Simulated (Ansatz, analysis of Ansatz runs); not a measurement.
# LaOF (R-3m), nudged elastic band: H_i hop between interstitial places (q = +1), part 3 of 4

Wanted: path and barrier of a jump of H in LaOF (R-3m) at charge +1. The case: H_i hop between interstitial places, in a cell of 36 host atoms with 1 H put in.

Ansatz 0.2.0; plane-wave PAW DFT, PBEsol; nudged elastic band between two relaxed defect structures at fixed charge in a uniform background.

So far. Step 4 (Relaxation of the end point, charge +1): Among the atoms that came to bonding distance: O15–H37 0.98 Å (from 2.47).

### 5. Nudged elastic band, charge +1

3 movable images are laid between the ends on a pair-potential path, which keeps atoms from colliding in the first guess. Each image feels the true force across the path and a spring force along it. The highest image is set to climb to the top of the path.

This step: plane-wave PAW DFT, PBEsol; nudged elastic band between two relaxed defect structures at fixed charge in a uniform background.

Input file qp1.neb/input.yaml:

```yaml
crystal:
  lattice:
    - [-4.01323028, 6.95111875, 0.0]
    - [-12.03969085, 0.0, 0.0]
    - [-2.00661514, 1.15851979, 6.68937332]
  atoms:
    - { symbol: La, position: [0.12350464, 0.08491928, 0.22597039] }
    - { symbol: La, position: [0.36357978, 0.25453668, 0.78330586] }
    - { symbol: O, position: [0.18218636, 0.12943397, 0.87129146] }
    - { symbol: O, position: [0.29580227, 0.21329233, 0.13792999] }
    - { symbol: F, position: [0.05614694, 0.04742522, 0.61448208] }
    - { symbol: F, position: [0.42212433, 0.29625572, 0.39129949] }
    - { symbol: La, position: [0.10371487, 0.41043824, 0.25679377] }
    - { symbol: La, position: [0.37995142, 0.59616188, 0.73549762] }
    - { symbol: O, position: [0.19136816, 0.46896324, 0.89092699] }
    - { symbol: O, position: [0.29759702, 0.54280131, 0.12138453] }
    - { symbol: F, position: [0.05658875, 0.38126935, 0.62657144] }
    - { symbol: F, position: [0.42745498, 0.62731861, 0.37099944] }
    - { symbol: La, position: [0.11621698, 0.76088253, 0.21832691] }
    - { symbol: La, position: [0.36379806, 0.92244128, 0.77268972] }
    - { symbol: O, position: [0.1892798, 0.79310994, 0.8623394] }
    - { symbol: O, position: [0.3036315, 0.87885887, 0.12806766] }
    - { symbol: F, position: [0.06235494, 0.71365165, 0.604274] }
    - { symbol: F, position: [0.4301119, 0.95998265, 0.38571038] }
    - { symbol: La, position: [0.61918172, 0.08895351, 0.22938083] }
    - { symbol: La, position: [0.86119852, 0.25150503, 0.77992108] }
    - { symbol: O, position: [0.67883979, 0.13000248, 0.87333919] }
    - { symbol: O, position: [0.80063576, 0.21302952, 0.13184049] }
    - { symbol: F, position: [0.55603322, 0.04967651, 0.6151045] }
    - { symbol: F, position: [0.9201173, 0.2906814, 0.39613322] }
    - { symbol: La, position: [0.62423784, 0.41824666, 0.22132961] }
    - { symbol: La, position: [0.86913211, 0.5869563, 0.77983549] }
    - { symbol: O, position: [0.67951866, 0.46615264, 0.86557339] }
    - { symbol: O, position: [0.80410888, 0.54095764, 0.13529509] }
    - { symbol: F, position: [0.55360412, 0.38388099, 0.60842435] }
    - { symbol: F, position: [0.93344654, 0.62469148, 0.38627642] }
    - { symbol: La, position: [0.62558514, 0.75635694, 0.22024375] }
    - { symbol: La, position: [0.86359028, 0.92127618, 0.77133906] }
    - { symbol: O, position: [0.68712105, 0.79404448, 0.86864924] }
    - { symbol: O, position: [0.80444533, 0.88058274, 0.12687266] }
    - { symbol: F, position: [0.56670535, 0.7160384, 0.6027167] }
    - { symbol: F, position: [0.92838221, 0.95985312, 0.38503089] }
    - { symbol: H, position: [1.25403757, 0.51442631, 0.0267705] }
total_charge: 1
basis:
  ecutwfc: 420
  xc_grid: 2
hamiltonian:
  xc: pbesol
kpoints:
  mp_grid: { grid: [1, 1, 1] }
scf:
  occupations: { method: fermi_dirac, width: 0.01 }
  max_iter: 120
output:
  forces: true
neb:
  images: 3
  f_tol: 0.03
  climbing: true
  initial_path: idpp
  max_iterations: 45
  order_check: false
  final_atoms:
    - { symbol: La, position: [0.12000516, 0.08721922, 0.23237508] }
    - { symbol: La, position: [0.35663151, 0.25373916, 0.78029007] }
[... 2 atom lines left out ...]
    - { symbol: F, position: [0.05922871, 0.04071848, 0.61966701] }
[... 2 atom lines left out ...]
    - { symbol: La, position: [0.37696682, 0.56703737, 0.77856746] }
    - { symbol: O, position: [0.18084132, 0.45997492, 0.87446614] }
    - { symbol: O, position: [0.29921664, 0.55008881, 0.1299569] }
[... 1 atom line left out ...]
    - { symbol: F, position: [0.42748231, 0.6249768, 0.39527633] }
[... 2 atom lines left out ...]
    - { symbol: O, position: [0.18550421, 0.79560032, 0.84304153] }
[... 1 atom line left out ...]
    - { symbol: F, position: [0.0587487, 0.71369975, 0.61425518] }
[... 14 atom lines left out ...]
    - { symbol: La, position: [0.84040571, 0.9268435, 0.77920452] }
    - { symbol: O, position: [0.67854886, 0.79700022, 0.87438156] }
[... 1 atom line left out ...]
    - { symbol: F, position: [0.55004407, 0.71293669, 0.62055707] }
    - { symbol: F, position: [0.92643646, 0.95856797, 0.39552196] }
    - { symbol: H, position: [1.20899245, 0.81134295, -0.30331575] }
```

On the command line:

```console
$ ansatz run input.yaml --threads 4 --pin off --max-ram 7536MiB --backend cpu --events-out ev --progress --plain --runs-dir out
```

Numbers of over 12 decimals in the logs are rounded to 6 here.

What it wrote:

```text
[...]
Warning: neb: disabling space-group detection — the band's intermediate images generally break the endpoint symmetry, so no spatial operation reduces the k-mesh or symmetrises the density, except that a semilocal band can use its path's symmetry ahead of [...]
[...]
parallel-image band execution: 3 concurrent image workers
NEB image 0
Crystal: 37 atoms, lattice volume = 559.829 Å³
Basis set: ecut = 420 eV, 10937 PW (Γ), exchange–correlation on 108×162×96 points (8 copies of the dense FFT grid, shifted against one another)
Bands: 181, of which v1, the nominal top of the filled ones, is band 144 counted from 1 (143 counted from 0)
Symmetry: 1 space group operations
k-points: 1
[...]
SCF iter   1: F=—  HF=-90371.333229 eV  |F-HF|=—  |Δ(HF+E_count)|=         —  Δρ=8.01e-3  dr2=3.45e-1  ethr=1.77e-3  ⟨swp⟩=12.0  Hψ=830  notcnv=0  defer=7
[...]
SCF iter   9: F=-90371.267932 eV  HF=-90371.267932 eV  |F-HF|=6.39e-8  |Δ(HF+E_count)|=   1.33e-6  Δρ=2.96e-6  dr2=7.52e-8  ethr=3.47e-11  ⟨swp⟩=3.0  Hψ=743  notcnv=0
SCF 1 converged in 9 iterations: F = -90371.267932 eV  dr2 = 7.52e-8
[...]
NSCF: frozen V_eff on 1 k-points
NEB image 4
SCF iter   1: F=—  HF=-90371.403963 eV  |F-HF|=—  |Δ(HF+E_count)|=         —  Δρ=7.74e-3  dr2=3.14e-1  ethr=1.77e-3  ⟨swp⟩=9.0  Hψ=832  notcnv=0  defer=4
[...]
SCF iter  10: F=-90371.348702 eV  HF=-90371.348702 eV  |F-HF|=8.08e-9  |Δ(HF+E_count)|=   6.62e-8  Δρ=1.93e-6  dr2=1.88e-8  ethr=3.47e-11  ⟨swp⟩=5.0  Hψ=594  notcnv=0
SCF 2 converged in 10 iterations: F = -90371.348702 eV  dr2 = 1.88e-8
[...]
NEB end point (image 0): max|allowed force component| = 1.483e-2 eV/Å (the criterion of neb.relax_end_points is 1.000e-2)
NEB end point (image 4): max|allowed force component| = 3.793e-3 eV/Å (the criterion of neb.relax_end_points is 1.000e-2)
NEB image 1
SCF iter   1: F=—  HF=-90368.468171 eV  |F-HF|=—  |Δ(HF+E_count)|=         —  Δρ=1.16e-2  dr2=1.22e0  ethr=1.77e-3  ⟨swp⟩=8.0  Hψ=743  notcnv=0  defer=13
[...]
SCF iter  12: F=-90368.133437 eV  HF=-90368.133437 eV  |F-HF|=1.86e-8  |Δ(HF+E_count)|=   4.67e-8  Δρ=1.65e-6  dr2=2.14e-8  ethr=3.47e-11  ⟨swp⟩=4.0  Hψ=545  notcnv=0
SCF 3 converged in 12 iterations: F = -90368.133437 eV  dr2 = 2.14e-8
NEB image 2
SCF iter   1: F=—  HF=-90367.454800 eV  |F-HF|=—  |Δ(HF+E_count)|=         —  Δρ=1.34e-2  dr2=1.81e0  ethr=1.77e-3  ⟨swp⟩=8.0  Hψ=748  notcnv=0  defer=18
[...]
SCF iter  13: F=-90366.931843 eV  HF=-90366.931843 eV  |F-HF|=3.25e-9  |Δ(HF+E_count)|=   2.39e-8  Δρ=2.09e-6  dr2=2.55e-8  ethr=3.47e-11  ⟨swp⟩=4.0  Hψ=592  notcnv=0
SCF 4 converged in 13 iterations: F = -90366.931843 eV  dr2 = 2.55e-8
NEB image 3
SCF iter   1: F=—  HF=-90368.909594 eV  |F-HF|=—  |Δ(HF+E_count)|=         —  Δρ=8.57e-3  dr2=5.31e-1  ethr=1.77e-3  ⟨swp⟩=8.0  Hψ=714  notcnv=0  defer=14
[...]
SCF iter  11: F=-90368.772790 eV  HF=-90368.772790 eV  |F-HF|=1.01e-8  |Δ(HF+E_count)|=  5.68e-10  Δρ=2.85e-6  dr2=4.51e-8  ethr=3.47e-11  ⟨swp⟩=3.0  Hψ=738  notcnv=0
SCF 5 converged in 11 iterations: F = -90368.772790 eV  dr2 = 4.51e-8
NEB iter   1: max|band force component| = 5.365e0 eV/Å  barrier→ = 4.3361 eV  barrier← = 4.4169 eV  Δτ_max = 0.2000 Å  (55 SCF iters)
NEB image 1
[...]
SCF iter  11: F=-90368.986402 eV  HF=-90368.986402 eV  |F-HF|=6.48e-8  |Δ(HF+E_count)|=   4.80e-7  Δρ=3.41e-6  dr2=8.56e-8  ethr=3.47e-11  ⟨swp⟩=4.0  Hψ=605  notcnv=0
SCF 6 converged in 11 iterations: F = -90368.986402 eV  dr2 = 8.56e-8
NEB image 2
[...]
SCF iter  11: F=-90368.240748 eV  HF=-90368.240748 eV  |F-HF|=4.96e-8  |Δ(HF+E_count)|=   7.68e-7  Δρ=2.98e-6  dr2=6.17e-8  ethr=3.47e-11  ⟨swp⟩=4.0  Hψ=605  notcnv=0
SCF 7 converged in 11 iterations: F = -90368.240748 eV  dr2 = 6.17e-8
NEB image 3
[...]
SCF iter  11: F=-90370.053333 eV  HF=-90370.053333 eV  |F-HF|=2.57e-8  |Δ(HF+E_count)|=   1.19e-7  Δρ=1.82e-6  dr2=2.38e-8  ethr=3.47e-11  ⟨swp⟩=3.0  Hψ=737  notcnv=0
SCF 8 converged in 11 iterations: F = -90370.053333 eV  dr2 = 2.38e-8
NEB iter   2: max|band force component| = 5.186e0 eV/Å  barrier→ = 3.0272 eV  barrier← = 3.1080 eV  Δτ_max = 0.2000 Å  (33 SCF iters)
NEB image 1
[...]
SCF iter  10: F=-90370.576821 eV  HF=-90370.576821 eV  |F-HF|=1.75e-8  |Δ(HF+E_count)|=   4.10e-7  Δρ=4.26e-6  dr2=7.62e-8  ethr=3.47e-11  ⟨swp⟩=5.0  Hψ=643  notcnv=0
SCF 9 converged in 10 iterations: F = -90370.576821 eV  dr2 = 7.62e-8
NEB image 2
[...]
SCF iter  11: F=-90370.267776 eV  HF=-90370.267776 eV  |F-HF|=4.42e-9  |Δ(HF+E_count)|=   7.95e-9  Δρ=1.50e-6  dr2=1.31e-8  ethr=3.47e-11  ⟨swp⟩=2.0  Hψ=598  notcnv=0
SCF 10 converged in 11 iterations: F = -90370.267776 eV  dr2 = 1.31e-8
NEB image 3
[...]
SCF iter  10: F=-90369.286075 eV  HF=-90369.286075 eV  |F-HF|=1.07e-8  |Δ(HF+E_count)|=   1.26e-7  Δρ=4.17e-6  dr2=8.17e-8  ethr=3.47e-11  ⟨swp⟩=5.0  Hψ=669  notcnv=0
SCF 11 converged in 10 iterations: F = -90369.286075 eV  dr2 = 8.17e-8
NEB iter   3: max|band force component| = 1.648e1 eV/Å  barrier→ = 1.9819 eV  barrier← = 2.0626 eV  Δτ_max = 0.1030 Å  (31 SCF iters)
[... from here on, the SCF cycles and remarks between the steps are left out ...]
NEB iter   4: max|band force component| = 3.603e0 eV/Å  barrier→ = 0.5277 eV  barrier← = 0.6085 eV  Δτ_max = 0.2000 Å  (27 SCF iters)
NEB iter   5: max|band force component| = 1.262e0 eV/Å  barrier→ = 0.2640 eV  barrier← = 0.3448 eV  Δτ_max = 0.1673 Å  (27 SCF iters)
NEB iter   6: max|band force component| = 4.855e-1 eV/Å  barrier→ = 0.1820 eV  barrier← = 0.2627 eV  CI = image 1  Δτ_max = 0.2000 Å  (27 SCF iters)
NEB iter   7: max|band force component| = 8.901e-1 eV/Å  barrier→ = 0.1547 eV  barrier← = 0.2355 eV  CI = image 3  Δτ_max = 0.1881 Å  (25 SCF iters)
NEB iter   8: max|band force component| = 2.747e-1 eV/Å  barrier→ = 0.2029 eV  barrier← = 0.2837 eV  CI = image 3  Δτ_max = 0.1882 Å  (27 SCF iters)
NEB iter   9: max|band force component| = 3.759e-1 eV/Å  barrier→ = 0.2228 eV  barrier← = 0.3035 eV  CI = image 3  Δτ_max = 0.0823 Å  (26 SCF iters)
NEB iter  10: max|band force component| = 1.519e-1 eV/Å  barrier→ = 0.2095 eV  barrier← = 0.2903 eV  CI = image 3  Δτ_max = 0.0478 Å  (25 SCF iters)
NEB iter  11: max|band force component| = 4.096e-1 eV/Å  barrier→ = 0.2077 eV  barrier← = 0.2884 eV  CI = image 3  Δτ_max = 0.0236 Å  (22 SCF iters)
NEB iter  12: max|band force component| = 2.155e-1 eV/Å  barrier→ = 0.2054 eV  barrier← = 0.2861 eV  CI = image 3  Δτ_max = 0.0113 Å  (21 SCF iters)
NEB image 1
[...]
SCF iter   7: F=-90371.150736 eV  HF=-90371.150736 eV  |F-HF|=2.85e-9  |Δ(HF+E_count)|=   1.28e-7  Δρ=2.27e-6  dr2=2.70e-8  ethr=3.47e-11  ⟨swp⟩=4.0  Hψ=605  notcnv=0
SCF 39 converged in 7 iterations: F = -90371.150736 eV  dr2 = 2.70e-8
NEB image 2
[...]
SCF iter   6: F=-90371.220856 eV  HF=-90371.220856 eV  |F-HF|=2.45e-8  |Δ(HF+E_count)|=   4.76e-8  Δρ=2.82e-6  dr2=4.46e-8  ethr=3.47e-11  ⟨swp⟩=3.0  Hψ=827  notcnv=0
SCF 40 converged in 6 iterations: F = -90371.220856 eV  dr2 = 4.46e-8
NEB image 3
[...]
SCF iter   7: F=-90371.063233 eV  HF=-90371.063233 eV  |F-HF|=5.01e-9  |Δ(HF+E_count)|=   4.53e-9  Δρ=1.16e-6  dr2=8.77e-9  ethr=3.47e-11  ⟨swp⟩=4.0  Hψ=544  notcnv=0
SCF 41 converged in 7 iterations: F = -90371.063233 eV  dr2 = 8.77e-9
NEB image 1
[...]
NEB image 2
[...]
NEB image 3
[...]
the band table was solved once a step of the walk had ended and its energy, with any forces and stress, was formed, with the checks that follow a solve (874 applications of the Hamiltonian). They found nothing against the state; [...]
NEB iter  13: max|band force component| = 2.302e-2 eV/Å  barrier→ = 0.2047 eV  barrier← = 0.2855 eV  CI = image 3  Δτ_max = 0.0000 Å  (20 SCF iters)
SCF converged after 7 iterations
Free energy (F): -90371.063233 eV
[...]
Internal energy: -90371.063233 eV  (E = F + TS)
E sigma→0 (E₀):  -90371.063233 eV
Fermi energy:    10.624857 eV
[...]
--- Forces (eV/Å), atoms counted from 1 ---
  atom   1  La     0.00428420     0.00298919     0.00524512
  atom   2  La     0.00093545    -0.00409456    -0.00447903
  [... 5 atoms left out ...]
  atom   8  La     0.00640108     0.00353049     0.00294903
  atom   9  O     -0.00501522     0.00888524    -0.00370931
  atom  10  O      0.00714710     0.01126579    -0.00461662
  [... 1 atom left out ...]
  atom  12  F     -0.00060107    -0.00189695     0.00177915
  [... 2 atoms left out ...]
  atom  15  O      0.00172477     0.00143032     0.00404296
  [... 1 atom left out ...]
  atom  17  F      0.00051672     0.00119795    -0.00145771
  [... 14 atoms left out ...]
  atom  32  La     0.00183026    -0.00055290     0.00063424
  atom  33  O      0.00005455     0.00639369    -0.00027476
  [... 2 atoms left out ...]
  atom  36  F      0.00095089     0.00074696     0.00233684
  atom  37  H     -0.00864415     0.00018741     0.00032712
  max |Σ_I F_I| component: 5.90e-5 eV/Å
--- Band table (eV) ---
[...]
this run last wrote the band of iteration 13 to <dir>
--- NEB band (5 images, 13 band iterations, 366 SCF iterations) ---
  forward barrier  = 0.204699 eV
  backward barrier = 0.285469 eV
  lagrangian_above_aufbau_ev (what the smearing adds, to first order; not taken off the barriers): saddle image -0.000000 eV, end points -0.000000 and -0.000000 eV
  climbing image's point = of an order that was not read
  energies are F+E_penalty+E_count in eV, relative to image 0
  image     s (Å)  Δ vs image 0  max|band force component| (eV/Å)
      0    0.0000      0.000000                                 —
      1    1.2188      0.117196                          2.295e-2
      2    2.4376      0.047076                          2.302e-2
  *   3    3.6564      0.204699                          1.214e-2
      4    5.1064     -0.080770                                 —
  climbing-image geometry (image 3):
  cell:  # Å, volume = 559.8291 Å³
    - [-4.01323028, 6.95111875, 0.0]
    - [-12.03969085, 0.0, 0.0]
    - [-2.00661514, 1.15851979, 6.68937332]
  atoms:
    - { symbol: La, position: [0.123917, 0.086189, 0.226499] }
    - { symbol: La, position: [0.356999, 0.254758, 0.775898] }
    - { symbol: O, position: [0.186574, 0.124514, 0.870738] }
    - { symbol: O, position: [0.301888, 0.212354, 0.131355] }
    - { symbol: F, position: [0.055753, 0.043196, 0.616760] }
    - { symbol: F, position: [0.431632, 0.294412, 0.386392] }
    - { symbol: La, position: [0.126845, 0.421101, 0.226444] }
    - { symbol: La, position: [0.396141, 0.564274, 0.770315] }
    - { symbol: O, position: [0.189662, 0.460417, 0.868795] }
    - { symbol: O, position: [0.308026, 0.547433, 0.126592] }
    - { symbol: F, position: [0.058370, 0.380523, 0.612951] }
    - { symbol: F, position: [0.430981, 0.624291, 0.392440] }
    - { symbol: La, position: [0.122831, 0.751722, 0.241656] }
    - { symbol: La, position: [0.365591, 0.919389, 0.771944] }
    - { symbol: O, position: [0.180576, 0.791188, 0.868179] }
    - { symbol: O, position: [0.300532, 0.874673, 0.127271] }
    - { symbol: F, position: [0.061711, 0.714971, 0.634828] }
    - { symbol: F, position: [0.429994, 0.957901, 0.387368] }
    - { symbol: La, position: [0.621135, 0.089435, 0.224347] }
    - { symbol: La, position: [0.873083, 0.247588, 0.774394] }
    - { symbol: O, position: [0.675927, 0.132716, 0.869514] }
    - { symbol: O, position: [0.807154, 0.209478, 0.130808] }
    - { symbol: F, position: [0.547757, 0.049788, 0.609874] }
    - { symbol: F, position: [0.933211, 0.292067, 0.387914] }
    - { symbol: La, position: [0.629964, 0.418169, 0.226606] }
    - { symbol: La, position: [0.868027, 0.586248, 0.777401] }
    - { symbol: O, position: [0.695166, 0.455538, 0.871272] }
    - { symbol: O, position: [0.806686, 0.547305, 0.130328] }
    - { symbol: F, position: [0.566302, 0.374301, 0.611225] }
    - { symbol: F, position: [0.931608, 0.628991, 0.394395] }
    - { symbol: La, position: [0.624018, 0.754948, 0.224912] }
    - { symbol: La, position: [0.833981, 0.936182, 0.769806] }
    - { symbol: O, position: [0.677554, 0.799531, 0.867389] }
    - { symbol: O, position: [0.806532, 0.879066, 0.124954] }
    - { symbol: F, position: [0.558172, 0.710120, 0.618135] }
    - { symbol: F, position: [0.926340, 0.958371, 0.391851] }
    - { symbol: H, position: [1.113131, 0.748636, -0.154449] }
```

Wall time 67 s (4 threads of Intel Xeon 6975P-C (Granite Rapids), shared host); peak memory 1.6 GiB; 3.3 min of CPU time.

The path, image by image:

| image | path (Å) | energy (eV) | H37: x, y, z (Å) |
| --- | --- | --- | --- |
| 0 | 0.000 | 0.0000 | -11.280, 8.748, 0.179 |
| 1 | 1.219 | 0.1172 | -12.293, 8.356, 0.344 |
| 2 | 2.438 | 0.0471 | -13.251, 8.358, -0.260 |
| 3 | 3.656 | 0.2047 | -13.171, 7.559, -1.033 |
| 4 | 5.106 | -0.0808 | -14.012, 8.052, -2.029 |

Numbers from this step:

* free energy: -90371.0632 eV
* barrier forward: 0.2047 eV
* barrier backward: 0.2855 eV
* end less start: -0.08077 eV
* hop length: 3.581 Å

Track of the atom that was set to move:

| image | x (Å) | y (Å) | z (Å) | nearest neighbour | distance (Å) |
| --- | --- | --- | --- | --- | --- |
| 0 | -11.28 | 8.748 | 0.179 | O | 1.034 |
| 1 | -12.29 | 8.356 | 0.344 | O | 0.985 |
| 2 | -13.25 | 8.358 | -0.26 | O | 1.012 |
| 3 | -13.17 | 7.559 | -1.033 | O | 0.977 |
| 4 | -14.01 | 8.052 | -2.029 | O | 0.979 |

The band met its tolerance of 0.03 eV/Å after 13 iterations, with image 3 on top (the start counts as 0). H37, which moves farthest between the ends, has 1 O at 1.03 Å nearest at the start and 1 O at 0.98 Å at the top. The path has 2 maxima, and only the highest was climbed; it lies 0.16 eV above the dip at image 2. In at least one step between neighbouring images a covalent bond changes partner or an atom goes far. The images sample such a step coarsely, so the top may lie higher.

(Part 3 of 4 ends here.)

[Logs are printed without paths, hosts, clocks, repeated set-up lines and the standing remarks that a program may print on its own settings, such as how far it seeks lower states.]

[Hosts, paths, dates, database ids (printed as entryN), source tags and the programs' standing remarks are cut or masked in the printed files.]
